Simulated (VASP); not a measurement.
Runs of VASP 6.6.1 on Au. The cell holds a slab with vacuum, 6 atoms: a = 2.823 Å, b = 2.920 Å, c = 27.233 Å, α = 90.00°, β = 90.00°, γ = 118.91°. 

```tsv
level	potentials or basis	gap on the mesh (eV)	largest force (eV/Å)	work function (eV)
PBEsol	VASP PAW PBE potentials, release 64 (Au)	none	0.18	5.39
LDA	VASP PAW LDA potentials, release 64 (Au)	none	0.29	5.66
revPBE	VASP PAW PBE potentials, release 64 (Au)	none	(a)	5.09
BLYP	VASP PAW PBE potentials, release 64 (Au)	none	0.74	5.00
PW91	VASP PAW PBE potentials, release 64 (Au)	none	0.28	(b)
RPBE	VASP PAW PBE potentials, release 64 (Au)	none	0.41	5.07
```

Alike in all rows: task work function; no spin polarisation; cell as given; k mesh 8 × 8 × 1; cutoff (eV) 520; smearing fermi-dirac 0.05 eV.

Problem. Estimate the missing entries.

Solution. (a) 0.36; (b) 5.31.

Caveats: the PAW data sets were made with another functional, which shifts forces and pressure a little (some runs).

A k mesh can miss the band edges, and the runs leave out spin-orbit coupling on Au.

A gap of «none» marks a metal or a gap under the smearing width.

Runs at the PBE level aren't shown here.
